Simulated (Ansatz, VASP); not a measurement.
**Ni in VASP and in Ansatz**

```
Ni
1.0
     0.00000    1.77165    1.77165
     1.77165    0.00000    1.77165
     1.77165    1.77165    0.00000
Ni
1
Direct
  0.00000 0.00000 0.00000
```

Change from the starting cell: volume scaled by 1.06.

Alike in both runs: task single point; functional LDA; k mesh 13 × 13 × 13; occupations fermi-dirac, width 0.05 eV; collinear spin.

|  | VASP | Ansatz |
| --- | --- | --- |
| version | VASP 6.6.1 | Ansatz 0.2.0 |
| potentials or method | VASP PAW LDA potentials, release 64 (Ni), cutoff 520 eV | all-electron LAPW, scalar-relativistic |

|  | VASP | Ansatz | Ansatz less VASP |
| --- | --- | --- | --- |
| gap on the k mesh at the Fermi level (eV) | none | none | - |
| pressure (GPa) | -20.3 | -20.6 | -0.27 |
| net moment per atom (μB) | 0.62 | 0.63 | +0.009 |
| size of the moment on the site where the two differ most (μB) | 0.62 | 0.64 | +0.021 |

Site moments also hang on the region over which each program counts them. A gap of «none» marks a metal or a gap that the smearing closes. Ansatz ran all-electron here, so the differences hold the error of VASP's frozen core and of both bases.

Caveats: so large a pressure means that the cell lies far from this level's equilibrium, or that cutoff or potentials fall short (VASP).
